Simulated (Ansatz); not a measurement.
Here is an Ansatz 0.2.0 calculation.

Contents of input.yaml:

```yaml
crystal:
  lattice:
    - [2.98806613, 0.0, 0.0]
    - [0.0, 2.98806613, 0.0]
    - [0.0, 0.0, 2.98806613]
  atoms:
    - { symbol: Ni, position: [0.0, 0.0, 0.0], spin: 1.0 }
    - { symbol: Ti, position: [0.5, 0.5, 0.5], spin: 1.0 }
kpoints:
  mp_grid: { grid: [9, 9, 9] }
scf:
  occupations: { method: fermi_dirac, width: 0.05 }
hamiltonian:
  xc: pbesol
  pseudopotentials: { kind: all_electron, lapw: { basis_error: 0.001 } }
magnetization:
  spin_polarized: true
output:
  forces: true
  stress: true
  eigenvalues: true
  populations: true
```

Potentials or basis: all-electron LAPW, scalar-relativistic.

Command:

```console
$ ansatz run input.yaml --threads 2 --pin off --max-ram 6144MiB --backend cpu --events-out ev --progress --plain --runs-dir out
```

Predict the net moment.

0.00 μB per cell.

What does it give for the absolute moment?

0.00 μB per cell.

What does it give for the pressure?

-3.1 GPa.

Estimate the band gap on the k mesh.

none (metal or under the smearing width).

Caveat: the starting moments weren't kept.
